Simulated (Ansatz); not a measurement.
# 1T-MnO2 monolayer in a perpendicular field

What dipole does a perpendicular field induce in the 1T-MnO2 monolayer, and does the gap follow? A positive field points along +c.

Main program and level: Ansatz 0.2.0; plane-wave DFT, PBE-D3(BJ), Ansatz PAW (set soft_1); PAW set soft_1.

## 1. The starting structure

The cell holds 3 atoms: 2 O and 1 Mn. Its edges and angles: a = 2.784 Å, b = 2.784 Å, c = 35.241 Å, α = 90.0°, β = 90.0°, γ = 120.0°. Vacuum lies along c.

## 2. Relaxing the slab

The starting cell is a guess, so the in-plane lattice and the atoms are relaxed first, with the slab cut off from its images along the normal.

Input file input.yaml:

```yaml
crystal:
  lattice:
    - [2.783753, 0.0, 0.0]
    - [-1.3918765, 2.4108008159, 0.0]
    - [0.0, 0.0, 35.2407170856]
  atoms:
    - { symbol: O, position: [0.6666666667, 0.3333333333, 0.4696272201] }
    - { symbol: Mn, position: [0.0, 0.0, 0.5], spin: 4.0 }
    - { symbol: O, position: [0.3333333333, 0.6666666667, 0.5303727799] }
  periodic: [true, true, false]
magnetization:
  spin_polarized: true
kpoints:
  mp_grid: { grid: [12, 12, 1] }
hamiltonian:
  xc: pbe
  dispersion: d3bj
  pseudopotentials: { kind: paw, azcp: { folder: soft_1 } }
scf:
  occupations: { method: fermi_dirac, width: 0.05 }
  convergence: { dr2_threshold: 1.0e-09 }
relax:
  f_tol: 0.004
  max_steps: 90
  cell: {}
output:
  write_potential: true
  write_density: true
  volumetric_format: npy
```

On the command line:

```console
$ ansatz run input.yaml --threads 2 --pin off --max-ram 3072MiB --backend cpu --events-out ev --progress --plain --runs-dir out
```

Numbers of over 12 decimals in the logs are rounded to 6 here.

Log:

```text
Warning: relax.cell: scf.convergence.dr2_threshold = 1e-9 eV is looser than the 2.03531942183e-10 eV advised for a relaxation that steers and ends on the stress (1e-10 eV for each atom of the cell: 3, times the square of relax.cell.stress_2d_tol = 0.05 N/m over 12.1 Å (the atoms' height at the walk's start and 5 Å past either face), 4.118e-2 GPa, over a crystal's default 0.05). What an SCF threshold leaves in a stress goes as its square root, and in the free energy as the threshold itself, and one threshold admits the most on a small cell: [figures from the program's tests cut] Set scf.convergence.dr2_threshold to 2.03531942183e-10 eV or tighter. [rest of the remark cut]
Engine: ansatz 0.2.0, x86_64-unknown-linux-gnu
Pseudopotentials: kind: paw
Pseudopotential: O, paw, valence charge 6, recommended cutoff 420 eV (normal), soft_1/O.paw.azcp
Pseudopotential: Mn, paw, valence charge 15, recommended cutoff 420 eV (normal), soft_1/Mn.paw.azcp
Functional definition: PBE
  parameter kappa = 0.804
  parameter beta = 0.066725
  exchange = pbe_x(kappa = kappa, mu = beta*pi^2/3)
  correlation = pbe_c(beta = beta)
Crystal: 3 atoms, lattice volume = 236.503 Å³
Basis set: ecut = 420 eV, 4689 PW (Γ), exchange–correlation on 40×40×480 points (8 copies of the dense FFT grid, shifted against one another)
Bands: 20, of which v1, the nominal top of the filled ones, is band 14 counted from 1 (13 counted from 0)
Symmetry: 12 space group operations
Space group: P-3m1 (ITA 164), of the structure as read, at distance tolerance 6.2e-5 Å
Magnetic group: BNS 164.85 (UNI 1315), of the structure as read, at distance tolerance 6.2e-5 Å
k-points: 19 of 144
Non-local potential: O, projectors of the file, l = 0: 2, l = 1: 2, l = 2: 1
Non-local potential: Mn, projectors of the file, l = 0: 3, l = 1: 2, l = 2: 3, l = 3: 1
PAW form: soft (Blöchl's): semilocal exchange-correlation on the pseudo side does not see the compensation charge
PAW one-centre angular grid: O, 110 points (default); XC on 64 Gauss nodes
PAW one-centre angular grid: Mn, 590 points (default); XC on 64 Gauss nodes
Initial density: superposition of atomic densities (neutral atoms: chi_scale 0, normalization atom)
Starting moments: Σ|m| = 4 μB on 1 of 3 sites
Initial wavefunctions: pseudopotential atomic-orbital guess
Functional: x = pbe(κ = 0.804, μ = 0.219515), c = pbe(β = 0.066725)
SCF iter   1: F=—  HF=-5036.653568 eV  |F-HF|=—  |Δ(HF+E_count)|=         —  Δρ=4.98e-2 (↑4.98e-2 ↓3.29e-2)  dr2=1.35e1  dr2_m=7.40e-1  M=3.000 μB ∫|m|=3.261 μB  β_m=0.30  ethr=3.10e-3  ⟨swp⟩=12.6  Hψ=6309  notcnv=0
Mixer restart at iter 1: flushing history
preconditioner: auto → Resta (q_TF=auto, 1.900 Å⁻¹)  ε∞=1.5  [insulator: Δε(μ)=1.991 eV  Ē_g=14.322 eV  σ=0.050 eV  W_gap=1.00  n_scr=20 (ndim 8)  ℏωp=10.5 eV  f_vac=0.842  D(μ)=0.00/eV (n_scr^D=0)  ε∞_Penn≈1.5  vacuum switching on, ρ_ref=1.5e-2 e/Å³]
spin=Collinear: Resta preconditioning applied to the charge; magnetization (m = ρ↑ − ρ↓) channel mixes plain (no charge-response kernel on spin).
SCF iter   2: F=—  HF=-5032.919242 eV  |F-HF|=—  |Δ(HF+E_count)|=    3.73e0  Δρ=1.48e-2 (↑1.27e-2 ↓1.48e-2)  dr2=6.64e-1  dr2_m=1.39e-1  M=3.000 μB ∫|m|=3.383 μB  β_m=0.29  ethr=3.10e-3  ⟨swp⟩=5.0  Hψ=2527  notcnv=0  defer=61
SCF iter   3: F=—  HF=-5033.292096 eV  |F-HF|=—  |Δ(HF+E_count)|=   3.73e-1  Δρ=9.88e-3 (↑9.02e-3 ↓9.88e-3)  dr2=1.54e-1  dr2_m=1.15e-1  M=3.000 μB ∫|m|=3.296 μB  β_m=0.59  ethr=2.46e-3  ⟨swp⟩=3.7  Hψ=1866  notcnv=0  defer=61
SCF iter   4: F=—  HF=-5033.755714 eV  |F-HF|=—  |Δ(HF+E_count)|=         —  Δρ=6.97e-3 (↑2.93e-3 ↓6.97e-3)  dr2=5.67e-2  dr2_m=5.10e-2  M=3.000 μB ∫|m|=3.059 μB  β_m=0.59  ethr=5.72e-4  ⟨swp⟩=4.7  Hψ=2211  notcnv=0  defer=61
SCF iter   5: F=—  HF=-5033.784700 eV  |F-HF|=—  |Δ(HF+E_count)|=   2.90e-2  Δρ=3.05e-3 (↑3.05e-3 ↓2.64e-3)  dr2=1.61e-3  dr2_m=1.66e-2  M=3.000 μB ∫|m|=3.035 μB  β_m=0.79  ethr=2.10e-4  ⟨swp⟩=4.1  Hψ=1814  notcnv=0  defer=66
SCF iter   6: F=—  HF=-5033.786438 eV  |F-HF|=—  |Δ(HF+E_count)|=   1.74e-3  Δρ=9.58e-4 (↑9.58e-4 ↓6.70e-4)  dr2=1.65e-4  dr2_m=1.42e-3  M=3.000 μB ∫|m|=3.028 μB  β_m=0.90  ethr=5.96e-6  ⟨swp⟩=3.9  Hψ=2011  notcnv=0  defer=66
SCF iter   7: F=—  HF=-5033.786688 eV  |F-HF|=—  |Δ(HF+E_count)|=   2.50e-4  Δρ=2.23e-4 (↑2.23e-4 ↓1.87e-4)  dr2=2.77e-4  dr2_m=1.99e-6  M=3.000 μB ∫|m|=3.026 μB  β_m=0.78  ethr=6.12e-7  ⟨swp⟩=3.1  Hψ=1662  notcnv=0  defer=66
SCF iter   8: F=—  HF=-5033.786622 eV  |F-HF|=—  |Δ(HF+E_count)|=   6.59e-5  Δρ=8.10e-5 (↑1.54e-5 ↓8.10e-5)  dr2=2.02e-5  dr2_m=2.95e-6  M=3.000 μB ∫|m|=3.026 μB  β_m=0.79  ethr=6.12e-7  ⟨swp⟩=3.3  Hψ=1533  notcnv=0  defer=66
SCF iter   9: F=—  HF=-5033.786617 eV  |F-HF|=—  |Δ(HF+E_count)|=   4.73e-6  Δρ=1.63e-5 (↑3.99e-6 ↓1.63e-5)  dr2=6.19e-7  dr2_m=1.58e-7  M=3.000 μB ∫|m|=3.026 μB  β_m=0.84  ethr=7.50e-8  ⟨swp⟩=3.1  Hψ=1406  notcnv=0  defer=66
SCF iter  10: F=—  HF=-5033.786617 eV  |F-HF|=—  |Δ(HF+E_count)|=   1.85e-8  Δρ=1.47e-6 (↑1.19e-6 ↓1.47e-6)  dr2=1.26e-8  dr2_m=1.08e-9  M=3.000 μB ∫|m|=3.026 μB  β_m=0.91  ethr=2.29e-9  ⟨swp⟩=3.4  Hψ=1556  notcnv=0  defer=66
SCF iter  11: F=—  HF=-5033.786617 eV  |F-HF|=—  |Δ(HF+E_count)|=   1.81e-9  Δρ=6.46e-7 (↑6.46e-7 ↓3.58e-7)  dr2=2.09e-9  dr2_m=8.95e-11  M=3.000 μB ∫|m|=3.026 μB  β_m=0.91  ethr=4.67e-11  ⟨swp⟩=3.7  Hψ=1645  notcnv=0  defer=66
SCF iter  12: F=—  HF=-5033.786617 eV  |F-HF|=—  |Δ(HF+E_count)|=  3.91e-11  Δρ=2.28e-7 (↑2.28e-7 ↓1.65e-7)  dr2=2.55e-10  dr2_m=4.86e-12  M=3.000 μB ∫|m|=3.026 μB  β_m=0.88  ethr=7.76e-12  ⟨swp⟩=2.8  Hψ=1206  notcnv=0  defer=66
SCF iter  13: F=-5033.786617 eV  HF=-5033.786617 eV  |F-HF|=3.73e-11  |Δ(HF+E_count)|=  7.46e-11  Δρ=4.29e-8 (↑3.85e-8 ↓4.29e-8)  dr2=1.22e-11  dr2_m=2.00e-13  M=3.000 μB ∫|m|=3.026 μB  ethr=1.00e-12  ⟨swp⟩=7.7  Hψ=5103  notcnv=0
SCF 1 converged in 13 iterations: F = -5033.786617 eV  dr2 = 1.22e-11
  greatest PAW one-centre occupation: 1.001 electrons in one spin orbital (limit 2), on the Mn atom at site 1 (counted from 0), in its partial waves of l = 1
relax step   1: F+E_penalty+E_count = -5033.78661712 eV  Δ(F+E_penalty+E_count) = +0.000e0 eV  max|allowed force component| = 1.432e0 eV/Å  Δτ_max = 0.0000 Å  P = +2.037 N/m  Ω = 236.503 Å³  fix = [c, alpha, beta]  reactions: c +0.000 N/m  (13 SCF iters, accepted)
Crystal: 3 atoms, lattice volume = 248.011 Å³
Basis set: ecut = 420 eV, 4881 PW (Γ), exchange–correlation on 40×40×480 points (8 copies of the dense FFT grid, shifted against one another)
Initial density: handed on by an earlier stage of this run
[...]
relax step   6: F+E_penalty+E_count = -5033.96926346 eV  Δ(F+E_penalty+E_count) = -1.172e-2 eV  max|allowed force component| = 4.100e-4 eV/Å  Δτ_max = 0.0000 Å  P = +0.304 N/m  Ω = 250.275 Å³  fix = [c, alpha, beta]  reactions: c +0.000 N/m  stress off target by 3.04e-1 N/m on what of the cell is left free  SCF on the basis re-selected at this cell (its energy is not comparable with the rows above)  (9 SCF iters)
[...]
relax step   7: F+E_penalty+E_count = -5033.96901797 eV  Δ(F+E_penalty+E_count) = +2.455e-4 eV  max|allowed force component| = 1.987e-4 eV/Å  Δτ_max = 0.0019 Å  P = +0.019 N/m  Ω = 251.041 Å³  energy of the carried Pulay correction = -4.630e-4 eV  fix = [c, alpha, beta]  reactions: c +0.000 N/m  (9 SCF iters, accepted)
iter 1 solved again at ethr=6.79e-8 eV; its pass at ethr=3.10e-3 eV (dr2=1.83e-5 eV) is discarded
SCF iter   1: F=—  HF=-5033.969476 eV  |F-HF|=—  |Δ(HF+E_count)|=         —  Δρ=6.29e-6 (↑6.18e-6 ↓6.29e-6)  dr2=6.40e-8  dr2_m=1.54e-9  M=3.000 μB ∫|m|=3.042 μB  β_m=0.65  ethr=6.79e-8  ⟨swp⟩=7.0  Hψ=9944  notcnv=0
preconditioner: auto → Resta (q_TF=auto, 1.881 Å⁻¹)  ε∞=1.7  [insulator: Δε(μ)=1.092 eV  Ē_g=12.513 eV  σ=0.050 eV  W_gap=1.00  n_scr=20 (ndim 8)  ℏωp=10.2 eV  f_vac=0.858  D(μ)=0.00/eV (n_scr^D=0)  ε∞_Penn≈1.7  vacuum switching on, ρ_ref=1.1e-2 e/Å³]
spin=Collinear: Resta preconditioning applied to the charge; magnetization (m = ρ↑ − ρ↓) channel mixes plain (no charge-response kernel on spin).
SCF iter   2: F=—  HF=-5033.969550 eV  |F-HF|=—  |Δ(HF+E_count)|=   7.39e-5  Δρ=2.76e-6 (↑2.76e-6 ↓2.19e-6)  dr2=1.35e-8  dr2_m=1.00e-9  M=3.000 μB ∫|m|=3.042 μB  β_m=0.50  ethr=2.37e-10  ⟨swp⟩=3.8  Hψ=1840  notcnv=0
SCF iter   3: F=—  HF=-5033.969556 eV  |F-HF|=—  |Δ(HF+E_count)|=   6.70e-6  Δρ=1.18e-6 (↑1.18e-6 ↓1.16e-6)  dr2=1.69e-9  dr2_m=9.65e-11  M=3.000 μB ∫|m|=3.042 μB  β_m=0.52  ethr=4.99e-11  ⟨swp⟩=3.1  Hψ=1506  notcnv=0
SCF iter   4: F=—  HF=-5033.969561 eV  |F-HF|=—  |Δ(HF+E_count)|=   4.53e-6  Δρ=5.60e-7 (↑4.01e-7 ↓5.60e-7)  dr2=1.17e-9  dr2_m=5.41e-11  M=3.000 μB ∫|m|=3.042 μB  β_m=0.76  ethr=6.27e-12  ⟨swp⟩=3.3  Hψ=1405  notcnv=0
SCF iter   5: F=—  HF=-5033.969562 eV  |F-HF|=—  |Δ(HF+E_count)|=   8.57e-7  Δρ=3.35e-7 (↑2.25e-7 ↓3.35e-7)  dr2=5.37e-10  dr2_m=2.37e-11  M=3.000 μB ∫|m|=3.042 μB  β_m=0.86  ethr=4.33e-12  ⟨swp⟩=3.1  Hψ=1414  notcnv=0
iter 6 met the thresholds in force, and the SCF goes on: an eigenvalue changes by 6.80 meV, over its tolerance of 0.05 meV (output.eigenvalues, Limitations)
SCF iter   6: F=-5033.969562 eV  HF=-5033.969562 eV  |F-HF|=2.27e-8  |Δ(HF+E_count)|=   1.78e-7  Δρ=1.78e-7 (↑1.78e-7 ↓8.15e-8)  dr2=1.53e-10  dr2_m=5.92e-12  M=3.000 μB ∫|m|=3.042 μB  β_m=0.93  ethr=1.99e-12  ⟨swp⟩=16.1  Hψ=6519  notcnv=0
iter 7 met the thresholds in force, and the SCF goes on: an eigenvalue changes by 0.15 meV, over its tolerance of 0.05 meV (output.eigenvalues, Limitations)
SCF iter   7: F=-5033.969562 eV  HF=-5033.969562 eV  |F-HF|=9.91e-11  |Δ(HF+E_count)|=   2.27e-8  Δρ=7.64e-8 (↑2.96e-8 ↓7.64e-8)  dr2=3.62e-11  dr2_m=1.73e-12  M=3.000 μB ∫|m|=3.042 μB  β_m=1.00  ethr=1.00e-12  ⟨swp⟩=9.0  Hψ=4667  notcnv=0
Mixer restart at iter 7: flushing history
SCF iter   8: F=-5033.969562 eV  HF=-5033.969562 eV  |F-HF|=1.46e-11  |Δ(HF+E_count)|=  2.10e-10  Δρ=4.82e-8 (↑2.85e-8 ↓4.82e-8)  dr2=1.24e-11  dr2_m=2.75e-13  M=3.000 μB ∫|m|=3.042 μB  ethr=1.00e-12  ⟨swp⟩=9.1  Hψ=4592  notcnv=0
SCF 8 converged in 8 iterations: F = -5033.969562 eV  dr2 = 1.24e-11
relax step   8: F+E_penalty+E_count = -5033.96956197 eV  Δ(F+E_penalty+E_count) = -5.440e-4 eV  max|allowed force component| = 2.100e-4 eV/Å  Δτ_max = 0.0000 Å  P = +0.023 N/m  Ω = 251.041 Å³  fix = [c, alpha, beta]  reactions: c +0.000 N/m  stress off target by 2.33e-2 N/m on what of the cell is left free  SCF on the basis re-selected at this cell (its energy is not comparable with the rows above)  (8 SCF iters)
basis re-selected at this cell: Δ(F+E_penalty+E_count) = -5.440e-4 eV, ΔP = +0.004 N/m vs the last step (what re-selecting the basis moved, of the pressure what is left beyond the Pulay correction that the steps carried, after the strain that the cell walked since its last selection, with what the two solves' SCF thresholds leave and, on support functions, any second-order correction that the steps lacked; it is no m [...]
WARN: The output density's exchange-correlation potential varies sharply where the density is thin. Do not read a vacuum level from v_tot or v_xc, or from such a field of the output density. On a cell that repeats whose density bears no net charge and no dipole along the vacuum's axis use v_es (v_loc + v_h of the components); under efield.dipole_correction with no amplitude use v_es + v_field, which holds any externa [...]
SCF converged after 8 iterations
an eigenvalue changed by more than its tolerance at an iteration that met the thresholds in force, so the SCF went on 2 times, its first undamped step at iteration 7: the last check found none over its tolerance
Magnetization: 3.0000 μB (15.0000 up, 12.0000 down)
Absolute magnetization: 3.0433 μB (∫|ρ↑−ρ↓|, with the PAW one-centre terms)
Spin contamination: 0.0353 ħ² per cell (⟨S²⟩ above its minimum at these occupations)
Per-site moments (μB) at R_I (Å): [(0.045353, 0.789264), (2.508747, 0.789264), (0.045353, 0.789264)]
Free energy (F): -5033.969562 eV
Harris-Foulkes:  -5033.969562 eV  (|F-HF|=1.46e-11)
Internal energy: -5033.969561 eV  (E = F + TS)
E sigma→0 (E₀):  -5033.969561 eV
Entropy (-TS):   -0.000001 eV (-0.000 meV/atom)
Fermi energy:    -7.121822 eV
--- Per-component energies (eV) ---
  E_band       = -777.317179
  E_kinetic    = 651.085969
  E_local      = -76177.299788  (includes V_loc(G=0)·N_el)
  E_nonlocal   = 552.310932
  E_hartree    = 37470.283554
  E_xc         = -251.965508
  E_vxc        = -321.711412  (∫ρ·V_xc dr)
  E_paw        = -1644.896276  (= ΣΔE_a)
  E_vpaw       = -422.271572  (= ΣTr[D̂ρ^β])
  E_aug_tail   = 0.001612  (compensation charges beyond the density's cutoff)
  E_ewald      = 34366.775085
  E_disp       = -0.265140  (pairwise vdW)
  E_smearing   = -0.000001  (= −TS)
  E_closure    = 0.000000  (closes the sum)
  Σ components = -5033.969562   (vs F -5033.969562, Δ=0.00e0)
--- Forces (eV/Å), atoms counted from 1 ---
  atom   1  O      0.00000000     0.00000000    -0.00021002
  atom   2  Mn     0.00000000     0.00000000     0.00000000
  atom   3  O      0.00000000    -0.00000000     0.00021002
  max |Σ_I F_I| component: 1.26e-29 eV/Å
--- 2D stress c σ (N/m, compression-positive) ---
        0.023349      -0.000000      -0.000000
       -0.000000       0.023349      -0.000000
       -0.000000      -0.000000       0.000000
  P = ½ c Tr σ = 0.0233 N/m
--- Band table (eV; the first three rows and the last of 38) ---
  k-point 0 ↑: bands = [... 10 lower, -9.8797, -9.3091, -8.9034, -8.9034, -7.7562, -4.6340, -4.6340, -0.9221, ... 2 higher]
  k-point 1 ↑: bands = [... 10 lower, -10.1166, -9.1512, -8.9423, -8.7132, -7.7162, -4.8660, -4.6861, -0.6958, ... 2 higher]
  k-point 2 ↑: bands = [... 10 lower, -10.5152, -9.0854, -8.7344, -8.4670, -7.7323, -5.3781, -4.7977, -0.0860, ... 2 higher]
  k-point 18 ↓: bands = [... 10 lower, -10.2554, -10.2203, -6.2598, -5.4684, -5.4684, -3.9846, -3.9846, 6.1000, ... 2 higher]
  the weakly bound empty levels are not read free of the cell's end (no_gap_told)
--- Relaxed structure (6 steps of the walk, 6 accepted, 2 SCFs on fresh bases) ---
  F+E_penalty+E_count = -5033.96956197 eV   max|allowed force component| = 2.100e-4 eV/Å   (the final SCF, on the basis selected at the relaxed cell)
  cell:  # Å, volume = 251.0409 Å³
    - [2.868036, 0, 0]
    - [-1.434018, 2.483792, 0]
    - [0, 0, 35.2407170856]
  atoms:
    - { symbol: O, position: [0.666667, 0.333333, 0.472796] }
    - { symbol: Mn, position: [0, 0, 0.500000] }
    - { symbol: O, position: [0.333333, 0.666667, 0.527204] }
```

It took 50 s on 2 threads of Intel Xeon 6975P-C (Granite Rapids), shared host; peak memory 0.62 GiB.

Step by step:

```csv
step,energy less that of the first step (eV),largest force component (eV/Å),volume (Å³)
1,0.0000,1.4320,236.50
2,-0.1600,0.4434,248.01
3,-0.1700,0.0353,247.67
4,-0.1710,0.0048,250.04
5,-0.1709,0.0000,250.27
6*,-0.1826,0.0004,250.27
7,-0.1824,0.0002,251.04
8*,-0.1829,0.0002,251.04
```

Relaxation steps marked * repeat the geometry before them on a plane-wave basis chosen anew for their cell, so energy and pressure can jump there.

Forces are held to the 12 operations that the run works with; a distortion that breaks them can't arise in this run.

| cell as run | before | after | change |
| --- | --- | --- | --- |
| a (Å) | 2.784 | 2.868 | +3.0 % |
| b (Å) | 2.784 | 2.868 | +3.0 % |

The atoms that moved most (Å, along periodic axes as changes of fractional coordinates times the final cell, across vacuum about the mean position):

```csv
atom,dx,dy,dz,length
O1,0.000,0.000,0.112,0.112
O3,0.000,0.000,-0.112,0.112
```

The relaxed structure:

```cif
data_structure
_symmetry_space_group_name_H-M 'P 1'
_symmetry_Int_Tables_number 1
_cell_length_a 2.8680
_cell_length_b 2.8680
_cell_length_c 35.2407
_cell_angle_alpha 90.000
_cell_angle_beta 90.000
_cell_angle_gamma 120.000
_cell_volume 251.04
loop_
_atom_site_label
_atom_site_type_symbol
_atom_site_fract_x
_atom_site_fract_y
_atom_site_fract_z
_atom_site_occupancy
O1 O 0.66667 0.33333 0.47280 1
Mn2 Mn 0.00000 0.00000 0.50000 1
O3 O 0.33333 0.66667 0.52720 1
```

Numbers from this step:

* total moment: 3.000 μB
* site moments: 0.04535, 2.509, 0.04535 μB

Site moment by atom:

```csv
atom,site moment (μB)
O1,0.05
Mn2,2.51
O3,0.05
```

The lattice constant a goes from 2.784 to 2.868 Å.

(Part 1 of 3 ends here.)

[Logs are printed without paths, hosts, clocks, repeated set-up lines and the standing remarks that a program may print on its own settings, such as how far it seeks lower states.]

[Hosts, paths, dates, database ids (printed as entryN), source tags and the programs' standing remarks are cut or masked in the printed files.]

[Maps of the electrostatic potential energy from Ansatz leave out the sawtooth potential of an applied field or a dipole correction, so their vacuum need not be flat; planar profiles and work functions include it.]
